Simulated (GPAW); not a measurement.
Mg:

```
Mg
1.0
    -0.00817    2.24917    2.25135
     2.24138    0.03028    2.21290
     2.27838    2.24773   -0.00673
Mg
1
Cartesian
  0.0000 0.0000 0.0000
```

This isn't the form of Mg at room conditions, which is hcp.

The cell isn't the ideal one: cell sheared at random, sigma 0.01, atoms nudged by 0.01 Å.

```yaml
Program: GPAW 26.7.0
Task: relaxation of cell and atoms
Functional: revPBE
Dispersion: D4
Potentials_or_basis: the program's PAW data sets (release 1.2.1) made for this functional
Cutoff: 800 eV
Basis: pw
k_mesh: 9 × 9 × 9
Occupations: fermi-dirac, width 0.05 eV
Spin: no spin polarisation
```

At the start: pressure 0.8 GPa; volume 22.60 Å³/atom.

Problem. Where does the relaxation end?

Solution. Over 28 steps the energy falls by 146.9 meV/atom and the volume is 23.24 Å³/atom (+2.8 %); space group I4/mmm (No. 139, to 0.05 Å).

The path:
| step | energy change (eV) | largest force (eV/Å) | pressure (GPa) | volume (Å³) |
| --- | --- | --- | --- | --- |
| 1 | 0.0000 | 0.0000 | 0.81 | 22.60 |
| 2 | -0.0007 | 0.0000 | 0.63 | 22.71 |
| 3 | -0.0251 | 0.0000 | 294.60 | 23.16 |
| 4 | -0.1425 | 0.0000 | -1.62 | 23.60 |
| 5 | -0.1427 | 0.0000 | -1.62 | 23.60 |
| 6 | -0.1434 | 0.0000 | -1.60 | 23.59 |
| 7 | -0.1434 | 0.0000 | -1.59 | 23.58 |
| 8 | -0.1445 | 0.0000 | -1.47 | 23.47 |
| 9 | -0.1452 | 0.0000 | -1.37 | 23.39 |
| 10 | -0.1455 | 0.0000 | -1.32 | 23.36 |
| 11 | -0.1458 | 0.0000 | -1.30 | 23.33 |
| 12 | -0.1102 | 0.0000 | 411.07 | 23.14 |
| 13 | -0.1459 | 0.0000 | -1.31 | 23.35 |
| 14 | -0.1461 | 0.0000 | -1.30 | 23.34 |
| 15 | -0.1461 | 0.0000 | -1.30 | 23.34 |
| 16 | -0.1461 | 0.0000 | -1.30 | 23.34 |
| 17 | -0.1461 | 0.0000 | -1.30 | 23.34 |
| 18 | -0.1462 | 0.0000 | -1.29 | 23.33 |
| 19 | -0.1463 | 0.0000 | -1.27 | 23.32 |
| 20 | -0.1464 | 0.0000 | -1.23 | 23.29 |
| 21 | -0.1466 | 0.0000 | -1.16 | 23.26 |
| 22 | -0.1467 | 0.0000 | -0.78 | 23.23 |
| 23 | -0.1468 | 0.0000 | -0.40 | 23.23 |
| 24 | -0.1468 | 0.0000 | -0.80 | 23.24 |
| 25 | -0.1468 | 0.0000 | 1.03 | 23.23 |
| 26 | -0.1469 | 0.0000 | -0.32 | 23.24 |
| 27 | -0.1469 | 0.0000 | -0.15 | 23.24 |
| 28 | -0.1469 | 0.0000 | 0.01 | 23.24 |

Final structure:
```yaml
crystal:
  lattice:
    - [0.00042, 2.23842, 2.23750]
    - [2.31867, -0.00023, 2.23834]
    - [2.31946, 2.23896, -0.00026]
  atoms:
    - { symbol: Mg, position: [0.00000, 0.00000, 0.00000] }
```

Caveat: later steps reuse the first step's grids; pairwise dispersion overbinds metals, which lowers pressure and volume.
